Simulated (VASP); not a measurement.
Runs of VASP 6.6.1 on MgS. Symmetry: F-43m, No. 216, cubic system. Conventional cell: a = 5.666 Å, b = 5.666 Å, c = 5.666 Å, α = 90.00°, β = 90.00°, γ = 90.00°. S (site symmetry -43m) has 4 Mg at 2.45 Å as nearest neighbours. Mg (site symmetry -43m) has 4 S at 2.45 Å as nearest neighbours. The cell comes from a database or a generator and needn't be the stable form of this composition.

```csv
task,level,potentials or basis,spin,k mesh,cutoff (eV),smearing,grid for exact exchange (PRECFOCK),other keys,mesh quality,gap on the mesh (eV),pressure (GPa)
band structure,TB-mBJ,"VASP PAW PBE potentials, release 64 (S, Mg)",off,10 × 10 × 10,800,gaussian 0.05 eV,-,k = 10 × 10 × 10; ENCUT = 800,not flagged,(b),-
single point,HSE03,"VASP PAW PBE potentials, release 64 (S, Mg)",off,4 × 4 × 4,520,fermi-dirac 0.05 eV,Fast,-,coarse,(a),(c)
core levels,PW91+D4,"VASP PAW PBE potentials, release 64 (S_GW, Mg_GW)","collinear, ferromagnetic start",8 × 8 × 8,550,tetrahedron,-,-,not flagged,3.44,-0.8
single point,PBE,"VASP PAW PBE potentials, release 64 (S, Mg)",off,8 × 8 × 8,500,gaussian 0.02 eV,-,-,not flagged,3.45,0.8
single point,SCAN+D3(BJ),"VASP PAW PBE potentials, release 64 (S_h, Mg)",off,8 × 8 × 8,900,tetrahedron,-,-,not flagged,4.10,-1.4
```

Alike in all rows: cell as given.

Task: Estimate the missing entries.

Result: (a) 4.29; (b) 5.04; (c) -0.1.

Caveats: some runs use coarse meshes; the PAW data sets were made with another functional, which shifts forces and pressure a little (some runs).

A k mesh can miss the band edges.
